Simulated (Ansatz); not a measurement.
# FeO (Wuestite) (Fm-3m) in Ansatz: further runs

The runs below take FeO (Wuestite) through single point, with PBE.

Program: Ansatz 0.2.0. These are calculated values, not measurements. Logs are shortened: lines on timing, memory, paths and dates and some standing lists are left out, and cuts for length are marked.

**1. The structure**

Symmetry: Fm-3m, No. 225, cubic system. Conventional cell: a = 4.311 Å, b = 4.311 Å, c = 4.311 Å, α = 90.00°, β = 90.00°, γ = 90.00°. Fe (site symmetry m-3m) has 6 O at 2.16 Å as nearest neighbours. O (site symmetry m-3m) is surrounded by 6 Fe at 2.16 Å.

**2. Single point, PBE, collinear spin, ferromagnetic start**

The input, input.yaml:

```yaml
crystal:
  lattice:
    - [0.0, 2.1554, 2.1554]
    - [2.1554, 0.0, 2.1554]
    - [2.1554, 2.1554, 0.0]
  atoms:
    - { symbol: Fe, position: [0.0, 0.0, 0.0], spin: 3.8 }
    - { symbol: O, position: [0.5, 0.5, 0.5] }
hamiltonian:
  xc: pbe
  pseudopotentials: { kind: paw }
magnetization:
  spin_polarized: true
  initial_magnetization: 3.8
  spin_locking: { lock_magnetization: hard }
kpoints:
  mp_grid: { grid: [9, 9, 9] }
scf:
  occupations: { method: fermi_dirac, width: 0.05 }
  lower_state_search: "off"
output:
  forces: true
  stress: true
  eigenvalues: true
```

Potentials or basis: Ansatz PAW.

On the command line:

```bash
$ ansatz run input.yaml --threads 2 --pin off --max-ram 5632MiB --backend cpu --events-out ev --progress --plain --runs-dir out
```

Log:

```text
Warning: output.stress: scf.convergence.dr2_threshold = 1e-7 eV (the SCF's general default) is looser than the 2e-10 eV advised for a printed stress (1e-10 eV for each atom of the cell: 2). What an SCF threshold leaves in a stress goes as its square root, and in the free energy as the threshold itself, and one threshold admits the most on a small cell: of the crystals measured, under no hybrid functional and no lock of the moments, on runs that ended without the residual-converged pass, on stresses that held no estimate of that error, the worst erred by over 100 MPa in a component at 1e-7 eV an atom and by under 5 at 1e-10. Set scf.convergence.dr2_threshold to 2e-10 eV or tighter. The threshold is an SCF's pass mark: one that does not reach it within its budget of iterations ends unconverged, or closes short of it on a stop that the run arms, and scf.convergence.dr2_threshold's page says what that costs each kind of run
Warning: RAYON_NUM_THREADS=2 ignored (pool sized by the plan → 2); use --threads N
Engine: ansatz 0.2.0, aarch64-unknown-linux-gnu
Pseudopotentials: kind: paw
Pseudopotential: Fe, paw, valence charge 16, recommended cutoff 420 eV (normal), Fe.paw.azcp
Pseudopotential: O, paw, valence charge 6, recommended cutoff 420 eV (normal), O.paw.azcp
Functional definition: PBE
  parameter kappa = 0.804
  parameter beta = 0.06672455060314922
  exchange = pbe_x(kappa = kappa, mu = beta*pi^2/3)
  correlation = pbe_c(beta = beta)
Crystal: 2 atoms, lattice volume = 20.027 Å³
Basis set: ecut = 420 eV, 387 PW (Γ), exchange–correlation on 48×48×48 points (8 copies of the dense FFT grid, shifted against one another)
Bands: 17, of which v1, the nominal top of the filled ones, is band 11 counted from 1 (10 counted from 0)
Symmetry: 48 space group operations
Space group: Fm-3m (ITA 225), of the structure as read, at distance tolerance 2.7e-5 Å
Magnetic group: BNS 225.116 (UNI 1618), of the structure as read, at distance tolerance 2.7e-5 Å
k-points: 35 of 729
Non-local potential: Fe, projectors of the file, l = 0: 3, l = 1: 2, l = 2: 3, l = 3: 1
Non-local potential: O, projectors of the file, l = 0: 2, l = 1: 2, l = 2: 1
PAW form: soft (Blöchl's): semilocal exchange-correlation on the pseudo side does not see the compensation charge
PAW one-centre angular grid: Fe, 590 points (default); XC on 64 Gauss nodes
PAW one-centre angular grid: O, 110 points (default); XC on 64 Gauss nodes
Initial density: superposition of atomic densities (chi_scale 0.1, normalization cell, long waves kept (reshape's long-wave potential 0.00 eV rms))
Starting moments: Σ|m| = 3.8 μB on 1 of 2 sites
Initial wavefunctions: pseudopotential atomic-orbital guess
Functional: x = pbe(κ = 0.804, μ = 0.2195149727645171), c = pbe(β = 0.06672455060314922)
SCF iter   1: F=—  HF=-5048.225105 eV  |F-HF|=—  |Δ(HF+E_count)|=         —  Δρ=1.58e-1 (↑7.86e-2 ↓1.58e-1)  dr2=9.24e0  dr2_m=4.45e-1  M=3.800 μB ∫|m|=3.800 μB  β_m=0.30  ethr=3.10e-3  ⟨swp⟩=4.3  Hψ=4943  notcnv=0
preconditioner: auto → none  [metal: Δε(μ)=0.069 eV  Ē_g=12.345 eV  σ=0.050 eV  W_gap=0.31  n_scr=8 (ndim 8)  ℏωp=31.0 eV  f_vac=0.000  D(μ)=2.87/eV (n_scr^D=58)  sad-step TF]
SCF iter   2: F=—  HF=-5046.881187 eV  |F-HF|=—  |Δ(HF+E_count)|=    1.34e0  Δρ=3.03e-2 (↑3.03e-2 ↓2.73e-2)  dr2=2.80e-1  dr2_m=5.62e-2  M=3.800 μB ∫|m|=3.800 μB  β_m=0.32  ethr=3.10e-3  ⟨swp⟩=3.0  Hψ=3065  notcnv=0  defer=33
SCF iter   3: F=—  HF=-5046.953150 eV  |F-HF|=—  |Δ(HF+E_count)|=   7.20e-2  Δρ=1.98e-2 (↑1.82e-2 ↓1.98e-2)  dr2=6.45e-2  dr2_m=2.76e-2  M=3.800 μB ∫|m|=3.801 μB  β_m=0.55  ethr=1.27e-3  ⟨swp⟩=2.2  Hψ=2055  notcnv=0  defer=24
SCF iter   4: F=—  HF=-5047.081103 eV  |F-HF|=—  |Δ(HF+E_count)|=   1.28e-1  Δρ=9.07e-3 (↑7.29e-3 ↓9.07e-3)  dr2=3.67e-2  dr2_m=2.82e-3  M=3.800 μB ∫|m|=3.808 μB  β_m=0.53  ethr=2.93e-4  ⟨swp⟩=2.5  Hψ=2195  notcnv=0  defer=24
SCF iter   5: F=—  HF=-5047.082204 eV  |F-HF|=—  |Δ(HF+E_count)|=   1.10e-3  Δρ=4.12e-3 (↑1.58e-3 ↓4.12e-3)  dr2=4.48e-3  dr2_m=5.35e-4  M=3.800 μB ∫|m|=3.810 μB  β_m=0.74  ethr=1.67e-4  ⟨swp⟩=2.0  Hψ=2108  notcnv=0  defer=27
SCF iter   6: F=—  HF=-5047.082446 eV  |F-HF|=—  |Δ(HF+E_count)|=   2.42e-4  Δρ=7.61e-4 (↑7.61e-4 ↓7.51e-4)  dr2=2.66e-4  dr2_m=2.70e-5  M=3.800 μB ∫|m|=3.813 μB  β_m=0.80  ethr=2.04e-5  ⟨swp⟩=2.2  Hψ=1909  notcnv=0  defer=27
SCF iter   7: F=—  HF=-5047.082426 eV  |F-HF|=—  |Δ(HF+E_count)|=   1.99e-5  Δρ=2.81e-4 (↑1.85e-4 ↓2.81e-4)  dr2=2.03e-5  dr2_m=4.16e-6  M=3.800 μB ∫|m|=3.813 μB  β_m=0.90  ethr=1.21e-6  ⟨swp⟩=2.0  Hψ=1360  notcnv=0  defer=27
SCF iter   8: F=—  HF=-5047.082423 eV  |F-HF|=—  |Δ(HF+E_count)|=   3.47e-6  Δρ=7.33e-5 (↑2.09e-5 ↓7.33e-5)  dr2=8.39e-7  dr2_m=3.35e-7  M=3.800 μB ∫|m|=3.813 μB  β_m=0.95  ethr=9.24e-8  ⟨swp⟩=2.2  Hψ=1436  notcnv=0  defer=27
iter 9 met the thresholds in force, and the SCF goes on: an eigenvalue changes by 1.31 meV, over its tolerance of 0.50 meV (output.eigenvalues, Limitations)
SCF iter   9: F=-5047.082422 eV  HF=-5047.082423 eV  |F-HF|=6.82e-8  |Δ(HF+E_count)|=   1.11e-8  Δρ=2.07e-5 (↑1.49e-6 ↓2.07e-5)  dr2=7.92e-8  dr2_m=2.11e-8  M=3.800 μB ∫|m|=3.813 μB  β_m=0.97  ethr=4.55e-10  ⟨swp⟩=6.0  Hψ=5332  notcnv=0
SCF iter  10: F=-5047.082423 eV  HF=-5047.082423 eV  |F-HF|=1.45e-10  |Δ(HF+E_count)|=   1.09e-8  Δρ=1.15e-6 (↑5.10e-7 ↓1.15e-6)  dr2=2.25e-10  dr2_m=8.91e-11  M=3.800 μB ∫|m|=3.813 μB  ethr=3.60e-10  ⟨swp⟩=2.0  Hψ=3565  notcnv=0
SCF 1 converged in 10 iterations: F = -5047.082423 eV  dr2 = 2.25e-10
SCF converged after 10 iterations
Stability checked in part: among states of this total moment the steps that led to this state did not find it unstable. No probe was made; neither looks for a lower state of another moment (fixed_total_moment; see scf.lower_state_search)
an eigenvalue changed by more than its tolerance at an iteration that met the thresholds in force, so the SCF went on 1 time: the last check found none over its tolerance
Magnetization: 3.8000 μB (12.9000 up, 9.1000 down)
Absolute magnetization: 3.8133 μB (∫|ρ↑−ρ↓|, with the PAW one-centre terms)
Spin contamination: 0.0159 ħ² per cell (⟨S²⟩ above its minimum at these occupations)
Per-site moments (μB) at R_I (Å): [(3.3149138639763653, 0.8891025000000001), (0.2632923961327781, 0.8891025000000001)]
Free energy (F): -5047.082423 eV
Harris-Foulkes:  -5047.082423 eV  (|F-HF|=1.45e-10)
Internal energy: -5047.068849 eV  (E = F + TS)
E sigma→0 (E₀):  -5047.075636 eV
Entropy (-TS):   -0.013573 eV (-6.787 meV/atom)
Fermi energy:    14.396815 (↑ 14.141695, ↓ 14.651934) eV
--- Per-component energies (eV) ---
  E_band       = -266.456320
  E_kinetic    = 515.433418
  E_local      = -2599.222128  (includes V_loc(G=0)·N_el)
  E_nonlocal   = 278.943099
  E_hartree    = 1060.338684
  E_xc         = -187.948732
  E_vxc        = -241.022794  (∫ρ·V_xc dr)
  E_paw        = -1529.159977  (= ΣΔE_a)
  E_vpaw       = -341.268263  (= ΣTr[D̂ρ^β])
  E_aug_tail   = 0.003399  (compensation charges beyond the density's cutoff)
  E_ewald      = -2585.456612
  E_smearing   = -0.013573  (= −TS)
  E_closure    = -0.000000  (closes the sum)
  Σ components = -5047.082423   (vs F -5047.082423, Δ=0.00e0)
--- Forces (eV/Å), atoms counted from 1 ---
  atom   1  Fe    -0.00000000     0.00000000     0.00000000
  atom   2  O      0.00000000    -0.00000000    -0.00000000
  max |Σ_I F_I| component: 1.28e-29 eV/Å
--- Stress (GPa, compression-positive) ---
       -2.749504      -0.000000      -0.000000
        0.000000      -2.749504       0.000000
       -0.000000       0.000000      -2.749504
  P = ⅓ Tr σ = -2.7495 GPa (-27.495 kbar)
--- Band table (eV; the first three rows and the last of 70) ---
  k-point 0 ↑: bands = ["-75.1464", "-41.1812", "-41.1812", "-41.1812", "-6.2152", "10.6964", "10.6964", "10.6964", "10.8610", "10.8610", "10.8610", "11.0489", "11.0489", "14.6282", "29.8424", "31.5911", "31.5911"]
  k-point 1 ↑: bands = ["-75.1458", "-41.1874", "-41.1820", "-41.1820", "-6.0936", "9.5838", "9.8150", "9.8150", "10.9693", "10.9693", "11.2422", "11.9668", "11.9668", "15.4456", "28.0981", "31.1708", "31.1708"]
  k-point 2 ↑: bands = ["-75.1442", "-41.2033", "-41.1841", "-41.1841", "-5.7697", "8.0337", "8.9527", "8.9527", "11.1993", "11.1993", "11.5310", "12.9799", "12.9799", "16.9408", "25.6793", "29.7066", "29.7066"]
  k-point 34 ↓: bands = ["-71.1422", "-37.3171", "-37.3090", "-37.2939", "-4.4935", "8.0251", "8.5798", "9.0741", "14.3122", "14.7499", "15.3348", "15.7225", "16.4817", "23.0689", "23.9826", "24.4961", "27.7018"]
```

Run time: 1.2 s. Hardware: 2 threads of Arm Neoverse V2, shared host; peak memory 0.27 GiB.

Results:

```yaml
Free_energy: -5047.0824 eV
Pressure: -2.7 GPa
Net_moment: 3.80 μB per cell
Absolute_moment: 3.81 μB per cell
Site_moments: Fe +3.31; O +0.26 μB
```

Caveat: the pressure holds a Pulay correction of +0.6 GPa for the finite cutoff; the total moment is fixed, so each spin has its own Fermi level; a cell with one magnetic atom can't hold antiferromagnetic order, which such compounds often take; the thresholds are loose for stress.

**3. Single point, PBE, collinear spin, ferromagnetic start**

Edit input.yaml of step 2 so:

```diff
@@ -6,3 +6,3 @@
   atoms:
-    - { symbol: Fe, position: [0.0, 0.0, 0.0], spin: 3.8 }
+    - { symbol: Fe, position: [0.0, 0.0, 0.0], spin: 4.5 }
     - { symbol: O, position: [0.5, 0.5, 0.5] }
@@ -13,3 +13,3 @@
   spin_polarized: true
-  initial_magnetization: 3.8
+  initial_magnetization: 4.5
   spin_locking: { lock_magnetization: hard }
@@ -24 +24,5 @@
   eigenvalues: true
+  write_density: true
+  write_potential: true
+  elf: true
+  volumetric_format: npy
```

Potentials or basis: Ansatz PAW.

On the command line:

```bash
$ ansatz run input.yaml --threads 2 --pin off --max-ram 5632MiB --backend cpu --events-out ev --progress --plain --runs-dir out
```

Log:

```text
Warning: output.stress: scf.convergence.dr2_threshold = 1e-7 eV (the SCF's general default) is looser than the 2e-10 eV advised for a printed stress (1e-10 eV for each atom of the cell: 2). What an SCF threshold leaves in a stress goes as its square root, and in the free energy as the threshold itself, and one threshold admits the most on a small cell: of the crystals measured, under no hybrid functional and no lock of the moments, on runs that ended without the residual-converged pass, on stresses that held no estimate of that error, the worst erred by over 100 MPa in a component at 1e-7 eV an atom and by under 5 at 1e-10. Set scf.convergence.dr2_threshold to 2e-10 eV or tighter. The threshold is an SCF's pass mark: one that does not reach it within its budget of iterations ends unconverged, or closes short of it on a stop that the run arms, and scf.convergence.dr2_threshold's page says what that costs each kind of run
Warning: RAYON_NUM_THREADS=2 ignored (pool sized by the plan → 2); use --threads N
Engine: ansatz 0.2.0, aarch64-unknown-linux-gnu
Pseudopotentials: kind: paw
Pseudopotential: Fe, paw, valence charge 16, recommended cutoff 420 eV (normal), Fe.paw.azcp
Pseudopotential: O, paw, valence charge 6, recommended cutoff 420 eV (normal), O.paw.azcp
Functional definition: PBE
  parameter kappa = 0.804
[... 60 lines left out ...]
  atom   2  O      0.00000000    -0.00000000     0.00000000
  max |Σ_I F_I| component: 1.89e-29 eV/Å
--- Stress (GPa, compression-positive) ---
       11.346958       0.000000       0.000000
       -0.000000      11.346958       0.000000
        0.000000      -0.000000      11.346958
  P = ⅓ Tr σ = 11.3470 GPa (113.470 kbar)
--- Band table (eV; the first three rows and the last of 70) ---
  k-point 0 ↑: bands = ["-76.0590", "-42.0615", "-42.0615", "-42.0615", "-6.2124", "10.0999", "10.0999", "10.0999", "10.3629", "10.3629", "10.7351", "10.7351", "10.7351", "14.3661", "29.4323", "31.2758", "31.2758", "31.2758"]
  k-point 1 ↑: bands = ["-76.0584", "-42.0675", "-42.0623", "-42.0623", "-6.0889", "9.3439", "9.4963", "9.4963", "10.2168", "10.2168", "10.7187", "11.6205", "11.6205", "15.2187", "27.7136", "30.8694", "30.8694", "31.9435"]
  k-point 2 ↑: bands = ["-76.0568", "-42.0826", "-42.0643", "-42.0643", "-5.7594", "7.8603", "8.6559", "8.6559", "10.4290", "10.4290", "10.9035", "12.6055", "12.6055", "16.7275", "25.3263", "29.4350", "29.4350", "32.4311"]
  k-point 34 ↓: bands = ["-71.6510", "-37.7981", "-37.7903", "-37.7758", "-4.1099", "8.2861", "8.8494", "9.3063", "14.1257", "14.5100", "15.0085", "15.3016", "16.1106", "23.2336", "24.1883", "24.6966", "27.8153", "34.3847"]
```

rho_z.tsv:

```text
# z_ang	rho[e/angstrom^3]	rho_spin[e/angstrom^3]
# format = ansatz-planar-average/11
# lattice	0.000000000	2.155400000	2.155400000
# lattice	2.155400000	0.000000000	2.155400000
# lattice	2.155400000	2.155400000	0.000000000
# sites	2
# site	26	0.000000000	0.000000000	0.000000000
# site	8	2.155400000	2.155400000	2.155400000
0.000000	2.394310e0	6.236181e-1
0.127008	2.251652e0	5.862638e-1
0.254016	1.884614e0	4.888296e-1
0.381024	1.432047e0	3.658049e-1
0.508033	1.024978e0	2.511725e-1
0.635041	7.350871e-1	1.635882e-1
[... 16 lines left out ...]
2.794180	1.884614e0	4.888296e-1
2.921188	2.251652e0	5.862638e-1
```

v_z.tsv:

```text
# z_ang	v_es[eV]	v_tot_up[eV]	v_tot_dn[eV]
# format = ansatz-planar-average/11
# xc	pbe
# density_cutoff_ev	1680
# datasets	Fe=:simpson_from_first_knot:soft	O=:simpson_from_first_knot:soft
# lattice	0.000000000	2.155400000	2.155400000
# lattice	2.155400000	0.000000000	2.155400000
# lattice	2.155400000	2.155400000	0.000000000
# sites	2
# site	26	0.000000000	0.000000000	0.000000000
# site	8	2.155400000	2.155400000	2.155400000
0.000000	8.276709e-1	-1.231426e1	-1.117481e1
0.127008	1.088697e0	-1.200233e1	-1.085571e1
0.254016	1.863197e0	-1.107699e1	-9.918137e0
0.381024	3.091877e0	-9.623615e0	-8.463446e0
0.508033	4.714845e0	-7.761721e0	-6.623052e0
0.635041	6.486945e0	-5.794709e0	-4.712157e0
[... 16 lines left out ...]
2.794180	1.863197e0	-1.107699e1	-9.918137e0
2.921188	1.088697e0	-1.200233e1	-1.085571e1
```

Run time: 1.4 s. Hardware: 2 threads of Arm Neoverse V2, shared host; peak memory 0.28 GiB.

Results:

```yaml
Free_energy: -5046.2981 eV
Pressure: 11.3 GPa
Net_moment: 4.50 μB per cell
Absolute_moment: 4.50 μB per cell
Site_moments: Fe +3.64; O +0.47 μB
```

Caveat: the pressure holds a Pulay correction of +0.6 GPa for the finite cutoff; the total moment is fixed, so each spin has its own Fermi level; a cell with one magnetic atom can't hold antiferromagnetic order, which such compounds often take; the thresholds are loose for stress.
